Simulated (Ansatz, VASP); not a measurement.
Two plane-wave programs on S

```
CELL_PARAMETERS angstrom
3.34732 0.00000 0.00000
-1.67366 2.89887 0.00000
0.00000 0.00000 3.51377
ATOMIC_POSITIONS crystal
S 0.33333 0.66667 0.25000
S 0.66667 0.33333 0.75000
```

Change from the starting cell: volume scaled by 1, norm-conserving files.

Alike in both runs: task single point; functional PBE; k mesh 15 × 15 × 8; occupations fermi-dirac, width 0.1 eV; no spin polarisation.

|  | VASP | Ansatz |
| --- | --- | --- |
| version | VASP 6.6.1 | Ansatz 0.2.0 |
| potentials or method | VASP PAW PBE potentials, release 64 (S) | norm-conserving pseudopotentials, scalar-relativistic |
| plane-wave cutoff (eV) | 520 | 770 |
| valence electrons in the cell | 12 | 12 |

|  | VASP | Ansatz | Ansatz less VASP |
| --- | --- | --- | --- |
| pressure (GPa) | -0.1 | 0.0 | +0.17 |
